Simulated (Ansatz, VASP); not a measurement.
Two plane-wave programs on BiTe

POSCAR

```
BiTe
1.0
    0.0000000000      3.2350000000      3.2350000000
    3.2350000000      0.0000000000      3.2350000000
    3.2350000000      3.2350000000      0.0000000000
Bi Te
1 1
Direct
    0.0000000000      0.0000000000      0.0000000000
    0.5000000000      0.5000000000      0.5000000000
```

Contents of INCAR.step1:

```
PREC     = Accurate       # precision mode
ENCUT    = 520            # plane-wave cutoff, eV
EDIFF    = 1E-5           # SCF threshold, eV
ISMEAR   = -1             # smearing method
SIGMA    = 0.05           # smearing width, eV
LREAL    = F              # projectors in reciprocal space
LASPH    = T              # aspherical terms in the spheres
NELM     = 80             # most SCF steps
ALGO     = Normal         # electronic algorithm
ISIF     = 2              # what is computed and relaxed
LWAVE    = T              # write WAVECAR
LCHARG   = F              # write CHGCAR
GGA      = PE             # functional
```

Contents of INCAR.step2:

```
PREC     = Accurate       # precision mode
ENCUT    = 520            # plane-wave cutoff, eV
EDIFF    = 1E-7           # SCF threshold, eV
ISMEAR   = -1             # smearing method
SIGMA    = 0.05           # smearing width, eV
LREAL    = F              # projectors in reciprocal space
LASPH    = T              # aspherical terms in the spheres
NELM     = 80             # most SCF steps
ALGO     = Normal         # electronic algorithm
ISIF     = 2              # what is computed and relaxed
LWAVE    = F              # write WAVECAR
LCHARG   = F              # write CHGCAR
GGA      = PE             # functional
LHFCALC  = T              # exact exchange
HFSCREEN = 0.4            # screening, 1/A
AEXX     = 0.25           # exact-exchange fraction
PRECFOCK = Fast         
ISTART   = 1
```

Contents of KPOINTS:

```
Automatic mesh
0
Gamma
  4 4 4
```

File input.yaml:

```yaml
crystal:
  lattice:
    - [0.0, 3.235, 3.235]
    - [3.235, 0.0, 3.235]
    - [3.235, 3.235, 0.0]
  atoms:
    - { symbol: Bi, position: [0.0, 0.0, 0.0] }
    - { symbol: Te, position: [0.5, 0.5, 0.5] }
hamiltonian:
  xc: { exchange: pbe, correlation: pbe, exx: { coeff: 0.25, omega: 0.4 } }
  pseudopotentials: { kind: paw }
kpoints:
  mp_grid: { grid: [4, 4, 4] }
scf:
  occupations: { method: fermi_dirac, width: 0.05 }
output:
  forces: true
  stress: true
  eigenvalues: true
```

Alike in both runs: task single point; functional HSE(alpha, omega); k mesh 4 × 4 × 4; occupations fermi-dirac, width 0.05 eV; no spin polarisation.

|  | VASP | Ansatz |
| --- | --- | --- |
| version | VASP 6.6.1 | Ansatz 0.2.0 |
| potentials or method | VASP PAW PBE potentials, release 64 (Bi_d, Te) | Ansatz PAW |
| plane-wave cutoff (eV) | 520 | 420 |
| valence electrons in the cell | 21 | 31 |

VASP gave:

* gap on the k mesh at the Fermi level (eV): none
* pressure (GPa): -0.8

**Question.** Which values does Ansatz return?

**Answer.** gap on the k mesh at the Fermi level (eV): none; pressure (GPa): -0.7.

A gap of «none» marks a metal or a gap that the smearing closes. With one functional, cell and mesh, what is left measures potentials, basis and numerics. The two sets of potentials don't hold the same shells in valence.

Caveats: the k mesh is coarse (spacing up to 0.42 Å⁻¹), so the values aren't converged, least of all with exact exchange; spin-orbit coupling is left out, which moves the levels of the heavy elements; the PAW data sets were made with another functional, which shifts forces and pressure a little (VASP); the PAW data sets come from PBE, with cores solved anew for the run's functional, which leaves a small shift of forces and pressure (Ansatz); the thresholds are loose for stress (Ansatz).
